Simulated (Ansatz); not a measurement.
Runs of Ansatz 0.2.0 on FeO (Wuestite). Symmetry: Fm-3m, No. 225, cubic system. The conventional cell has a = 4.311 Å, b = 4.311 Å, c = 4.311 Å, α = 90.00°, β = 90.00°, γ = 90.00°. Fe (site symmetry m-3m) is surrounded by 6 O at 2.16 Å. O (site symmetry m-3m) is surrounded by 6 Fe at 2.16 Å. 

| task | level | cell | k mesh | cutoff (eV) | smearing | gap on the mesh (eV) | pressure (GPa) | moment (μB) | relaxed volume (Å³/atom) |
| --- | --- | --- | --- | --- | --- | --- | --- | --- | --- |
| relaxation of cell and atoms | RPBE | relaxed | 8 × 8 × 8 | - | fermi-dirac 0.05 eV | - | 0.0 | 4.00 | 10.31 |
| single point | RPBE | as given | 11 × 11 × 11 | 349 | gaussian 0.05 eV | none | 5.2 | 4.00 | - |
| relaxation of cell and atoms | BLYP | relaxed | 8 × 8 × 8 | - | fermi-dirac 0.05 eV | - | 0.0 | 4.00 | 10.39 |
| relaxation of cell and atoms | RPBE | relaxed | 11 × 11 × 11 | - | fermi-dirac 0.05 eV | - | 0.0 | 4.00 | 10.31 |
| single point | PBE | as given | 11 × 11 × 11 | 349 | gaussian 0.014 eV | none | -0.4 | 4.00 | - |
| relaxation of cell and atoms | PBEsol | relaxed | 8 × 8 × 8 | - | fermi-dirac 0.05 eV | - | 0.0 | 4.00 | 9.57 |
| relaxation of cell and atoms | PBE | relaxed | 8 × 8 × 8 | - | fermi-dirac 0.05 eV | - | 0.0 | 4.00 | 10.00 |
| relaxation of cell and atoms | PBE+D4 | relaxed | 11 × 11 × 11 | - | fermi-dirac 0.05 eV | - | 0.0 | 4.00 | 9.84 |
| relaxation of cell and atoms | LDA | relaxed | 8 × 8 × 8 | - | fermi-dirac 0.05 eV | - | 0.0 | 3.85 | 9.13 |
| relaxation of cell and atoms | revPBE | relaxed | 8 × 8 × 8 | - | fermi-dirac 0.05 eV | - | 0.0 | 4.00 | (b) |
| band structure | PBEsol | as given | 11 × 11 × 11 | 349 | fermi-dirac 0.05 eV | - | -8.6 | 4.00 | - |
| elastic constants | PBEsol | as given | 8 × 8 × 8 | 373 | fermi-dirac 0.05 eV | none | (a) | 4.00 | - |

Alike in all rows: potentials or basis all-electron LAPW, scalar-relativistic; spin collinear, ferromagnetic start; basis error allowed 0.001 eV/atom.

Problem. Estimate the missing entries.

Solution. (a) -8.5; (b) 10.23.

Caveats: a cell with one magnetic atom can't hold antiferromagnetic order, which such compounds often take; the k mesh is thin for a metal, which can move the energy by tens of meV per atom (some runs); semilocal functionals often make such compounds metallic where correlation or magnetic order opens a gap, which also shifts bond lengths (some runs); a metal's response needs a denser mesh (some runs); the cell is more than 3 GPa from zero pressure, which shifts response properties (some runs); elastic constants of metals need much finer meshes, so these are rough (some runs).

A gap of «none» marks a metal or a gap under the smearing width.
